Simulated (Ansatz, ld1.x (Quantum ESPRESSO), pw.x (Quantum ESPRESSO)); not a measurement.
# P (Z = 15): one change to the ultrasoft potential, in the atom and in the fcc crystal

- Element: P
- Generator: ld1.x (Quantum ESPRESSO) 7.5
- Type: ultrasoft
- Functional: PBE
- Relativity: scalar-relativistic
- Frozen core: [Ne]
- Valence charge: 5
- Reference configuration: 3s2 3p3
- Partial waves: 3s (bound): rcut 1.50, rcutus 1.65 bohr; 3s channel at -0.3 Ry: rcut 1.50, rcutus 1.65 bohr; 3p (bound): rcut 1.65, rcutus 2.15 bohr; 3p channel at 0.2 Ry: rcut 1.65, rcutus 2.15 bohr
- Local potential: all-electron potential smoothed inside 1.40 bohr (lloc = -1)
- Core correction: Bessel-smoothed model core, default radius (core density twice the valence density)
- Augmentation charge: PSQ, inside the norm-conserving radii

Change: local potential all-electron potential smoothed inside 1.70 bohr (lloc = -1).

Cutoffs, loose and tight: the cutoffs (Ry, on a coarse ladder) from which the occupation-weighted sum of valence levels, in a spherical-Bessel basis at the reference potential, stays within 10 and 1 mRy of its value at 400 Ry. They do not see the model core or the augmentation charge, which bear on the density cutoff. Test errors are all-electron minus pseudo excitation energies from the reference, over the configurations 3s2 3p2; 3s2 3p1; 3s2 3p0; 3s2 3p2.5; 3s1 3p3; 3s0 3p5; 3s1 3p4; variants that change the core or the reference have their own tests.

Crystal test: fcc P in pw.x 7.5, no spin, 14³ k-points, Fermi–Dirac smearing 0.01 Ry, cutoffs set for each file from its atomic test. The reference is all-electron LAPW (Ansatz 0.2.0) with the same functional, mesh and smearing; V0 and B0 come from Birch–Murnaghan fits to the pressures at five volumes. Errors are pseudo minus all-electron; Δ is the rms difference of the E(V) curves that follow from these fits, minima aligned, over ±6 % about the mean V0. Mesh and smearing are coarse, so the numbers serve the comparison and aren't converged zero-temperature values; the lattice is a test structure that the element need not adopt.

All-electron: a0 = 3.878 Å (V0 = 14.58 Å³/atom), B0 = 88.9 GPa.

Question: Does the change bring the crystal closer to the all-electron result?

Answer: The mean pressure error goes from +4.37 to +6.06 GPa, so the change moves the solid further from the all-electron pressures.

```tsv
quantity	base	changed
outcome (atom)	generated	generated
cutoff, loose (atom)	12 Ry	12 Ry
cutoff, tight (atom)	18 Ry	18 Ry
bound ghosts (atom)	none	none
largest test error (meV) (atom)	+31	+31
cutoffs in pw.x (Ry)	40/320	40/320
a0 (Å)	3.939	–
a0 error (%)	+1.58	–
B0 error (%)	-0.3	–
Δ (meV/atom)	13.6	–
mean pressure error (GPa)	+4.37	+6.06
```

A dash: not determined, or the minimum lies outside the volumes sampled.

Base: This is a poor potential for the solid. Changed file: This is a poor potential for the solid.
